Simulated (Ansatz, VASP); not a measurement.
One calculation of H12CO5, two programs

```
O H C
1.0
     5.71848    0.00000    0.00000
     0.00000    5.71848    0.00000
     0.00000    0.00000    5.71848
O H C
5 12 1
Cartesian
  1.4657 5.3558 3.4486
  5.2520 2.7506 2.9414
  3.3441 2.5667 4.9711
  1.9725 1.8844 1.9605
  3.8504 5.3725 0.0916
  1.5635 4.3950 3.3239
  0.5104 5.4659 3.5924
  6.0891 2.4128 2.5288
  4.5757 2.6738 2.2384
  3.3524 3.4906 5.2996
  4.0840 2.5556 4.3198
  2.1848 1.8411 1.0104
  1.9338 0.9580 2.3088
  5.3724 4.5000 1.1287
  3.6051 6.2611 -0.2211
  5.6943 6.2001 0.6773
  4.5381 5.8128 2.0231
  4.9177 5.4923 1.0230
```

Alike in both runs: functional PBE; dispersion D3(BJ); k mesh 1 × 1 × 1; occupations fermi-dirac, width 0.02 eV; no spin polarisation.

Ansatz relaxed the structure, and its values are those at the end. VASP's run is a single point on that final structure, the one shown.

|  | VASP | Ansatz |
| --- | --- | --- |
| version | VASP 6.6.1 | Ansatz 0.2.0 |
| potentials or method | VASP PAW PBE potentials, release 64 (O, H, C) | scalar-relativistic, plane waves, PAW |
| plane-wave cutoff (eV) | 520 | 420 |
| valence electrons in the cell | 46 | 46 |

VASP gave:

| Property | Result |
| --- | --- |
| gap on the k mesh at the Fermi level (eV) | 4.65 |
| rms of the force components (eV/Å) | 0.086 |
| dispersion energy (meV/atom) | -33.4 |

Question: Which values does Ansatz return?

Answer: gap on the k mesh at the Fermi level (eV): 4.66; rms of the force components (eV/Å): 0.091; dispersion energy (meV/atom): -33.4.

The functional is the same, so the differences come from potentials, cutoffs and numerics. Ansatz warned: «xc_potential_rough_in_thin_density».

Expect the measured gap to be larger: semilocal functionals such as PBE lack the derivative discontinuity.
